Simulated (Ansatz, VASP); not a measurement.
AlRu in VASP and in Ansatz

The input INCAR:

```
SYSTEM = AlRu
PREC = Accurate
ENCUT = 520
EDIFF = 1E-7
ISMEAR = 0
SIGMA = 0.15
LREAL = .FALSE.
LASPH = .TRUE.
NELM = 80
ALGO = Fast
ISIF = 2
LWAVE = .FALSE.
LCHARG = .FALSE.
GGA = PS
NBANDS = 16
```

KPOINTS

```
regular mesh
0
G
  18 18 18
  0 0 0
```

The input POSCAR:

```
AlRu
1.0
    2.9433399480      0.0000000000      0.0000000000
    0.0000000000      2.9433399480      0.0000000000
    0.0000000000      0.0000000000      3.0905069454
Al Ru
1 1
Direct
    0.0000000000      0.0000000000      0.0000000000
    0.5000000000      0.5000000000      0.5000000000
```

Input for Ansatz:

```yaml
crystal:
  lattice:
    - [2.943339948, 0.0, 0.0]
    - [0.0, 2.943339948, 0.0]
    - [0.0, 0.0, 3.0905069454]
  atoms:
    - { symbol: Al, position: [0.0, 0.0, 0.0] }
    - { symbol: Ru, position: [0.5, 0.5, 0.5] }
basis:
  ecutwfc: 420
kpoints:
  mp_grid: { grid: [18, 18, 18] }
hamiltonian:
  xc: pbesol
scf:
  occupations: { method: gaussian, width: 0.15 }
output:
  forces: true
  stress: true
  eigenvalues: true
  write_density: true
  write_potential: true
  elf: true
  volumetric_format: npy
```

Alike in both runs: task single point; functional PBEsol; k mesh 18 × 18 × 18; occupations gaussian, width 0.15 eV; no spin polarisation.

|  | VASP | Ansatz |
| --- | --- | --- |
| version | VASP 6.6.1 | Ansatz 0.2.0 |
| potentials or method | VASP PAW PBE potentials, release 64 (Al, Ru_pv) | scalar-relativistic, plane waves, PAW |
| plane-wave cutoff (eV) | 520 | 420 |
| valence electrons in the cell | 17 | 19 |

|  | VASP | Ansatz | Ansatz less VASP |
| --- | --- | --- | --- |
| gap on the k mesh at the Fermi level (eV) | none | none | - |
| pressure (GPa) | -3.0 | -3.0 | -0.05 |
| largest component of the traceless stress (GPa) | 5.46 | 5.44 | -0.014 |

A gap of «none» marks a metal or a gap that the smearing closes. With one functional, cell and mesh, what is left measures potentials, basis and numerics. The two sets of potentials don't hold the same shells in valence.

Caveats: the PAW data sets were made with another functional, which shifts forces and pressure a little (VASP).
